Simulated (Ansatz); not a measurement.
**Energy ranking of Si₂C₃ structures**

Level of theory: DFT PBE, scalar-relativistic, plane waves, PAW in Ansatz. Settings: cutoff 420 eV, Γ-centred meshes spaced at most about 0.3 Å⁻¹, and about 0.25 Å⁻¹ or finer for metals (2π included), Gaussian smearing. No spin polarisation.

Energies over the elements count from the elements' standard structures at the same level, with no fitted energy shifts.

These are static total energies at zero pressure. Larger cells and other orderings weren't all tried, so the list isn't exhaustive. Weakly bound directions are ill-defined at this level, which has no dispersion term (P-3m1), and this can change margins and order among such cells. The reference form of C is held partly by dispersion forces, which this level lacks.

Invented guesses were relaxed alike, and ends that match in structure were merged. ΔE counts from the first row. Coordination counts C atoms around Si (those within 1.25 times the shortest such distance or 1.15 times the sum of covalent radii; the shortest distance is added where it is long for a bond; a slash parts the counts of unlike sites). The ends were matched against large subsets of the Crystallography Open Database and the Materials Project, so a missing match doesn't prove that a structure is unreported.

| # | reached from | type and space group | atoms | Å³/atom | coordination | ΔE (meV/atom) | gap on mesh (eV) | in databases |
| --- | --- | --- | --- | --- | --- | --- | --- | --- |
| 1 | Si and C ordered on fcc sites, changed on relaxing | R-3m (No. 166) | 5 | 8.7 | Si 6 | 0 | 0.00 | no match |
| 2 | Si and C ordered on hcp sites | P-3m1 (No. 164) | 10 | 12.8 | Si 3 | 132 | 0.00 | no match |
| 3 | Si and C ordered on hcp sites | P-6m2 (No. 187) | 10 | 9.2 | Si 2/4/6 from 2.3 Å | 149 | 0.00 | no match |
| 4 | Si/C ordered on a cell of Si | P6/mmm (No. 191) | 5 | 11.9 | Si 1 | 574 | 0.00 | no match |

The lowest: Space group R-3m (No. 166), trigonal, a = 2.889 Å, c = 18.000 Å. Around Si lie 6 C at 2.01–2.05 Å; C on a site of symmetry -3m is surrounded by 6 Si at 2.05 Å; C on a site of symmetry 3m has 1 C at 1.35 Å and 3 Si at 2.01 Å. Its energy over the elements is +0.58 eV/atom. The separate elements lie lower, so it is unstable against them. An observed structure of this formula, if there is one, may be missing.

```yaml
crystal:
  lattice:
    - [1.44471, 0.83410, 5.99992]
    - [-1.44471, 0.83410, 5.99992]
    - [0.00000, -1.66821, 5.99992]
  atoms:
    - { symbol: Si, position: [0.26668, 0.26668, 0.26668] }
    - { symbol: Si, position: [0.73332, 0.73332, 0.73332] }
    - { symbol: C, position: [0.00000, 0.00000, 0.00000] }
    - { symbol: C, position: [0.53750, 0.53750, 0.53750] }
    - { symbol: C, position: [0.46250, 0.46250, 0.46250] }
```

The second: Space group P-3m1 (No. 164), trigonal, a = 2.663 Å, c = 20.800 Å. Around Si on its first site lie 3 C at 1.91 Å and 1 Si at 2.41 Å; Si on its second site has 3 C at 2.00 Å and 1 Si at 2.41 Å; C on its first site has 6 Si at 1.91–2.00 Å; C on its second site has 3 C at 1.54 Å; 1 more site not described. Counting C atoms around Si, the first has Si 6 and the second has Si 3. The first holds C–C pairs (shortest 1.35 Å); the second holds Si–Si pairs (shortest 2.41 Å) and C–C nets (shortest 1.54 Å). Shaken at random and relaxed again, row 4 came back. Cells without such a test can be saddle points.

```cif
data_structure
_symmetry_space_group_name_H-M 'P-3m1'
_symmetry_Int_Tables_number 164
_cell_length_a 2.6628
_cell_length_b 2.6628
_cell_length_c 20.7999
_cell_angle_alpha 90.000
_cell_angle_beta 90.000
_cell_angle_gamma 120.000
_cell_volume 127.72
loop_
_atom_site_label
_atom_site_type_symbol
_atom_site_symmetry_multiplicity
_atom_site_Wyckoff_symbol
_atom_site_fract_x
_atom_site_fract_y
_atom_site_fract_z
_atom_site_occupancy
Si1 Si 2 d 0.33333 0.66667 0.05138 1
Si2 Si 2 d 0.33333 0.66667 0.16745 1
C1 C 2 d 0.33333 0.66667 0.89413 1
C2 C 2 d 0.33333 0.66667 0.38648 1
C3 C 2 d 0.33333 0.66667 0.61353 1
```

Some structure types and database cells were kept out of the candidates from the start, so a known form may be missing.

The lowest cell combines isolated carbon with C–C pairs of 1.35 Å, a length typical of a double bond. Formally, Si⁴⁺ balances C⁴⁻ and C₂⁴⁻, but such a pair is isoelectronic with O₂. On a threefold axis its degenerate π* levels are half filled, which probably explains why no gap opens despite the balanced charges.

Six carbon neighbours are unusual for silicon, which normally forms four directional sp³ bonds to carbon. This probably contributes to the high energy of +0.58 eV/atom over the elements. Tetrahedral SiC is known to be stable against the elements, so decomposition into SiC and carbon should be more favourable still.

The second cell already points towards such segregation, with carbon nets separate from the Si–C layers. Their 1.54 Å bonds are stretched well beyond those of graphene by the shared in-plane lattice, so its 132 meV/atom penalty probably includes considerable mismatch strain and is no evidence that carbon prefers to stay mixed with silicon. Whether spin polarisation or a symmetry-lowering distortion would split the π* levels of the lowest cell remains open.
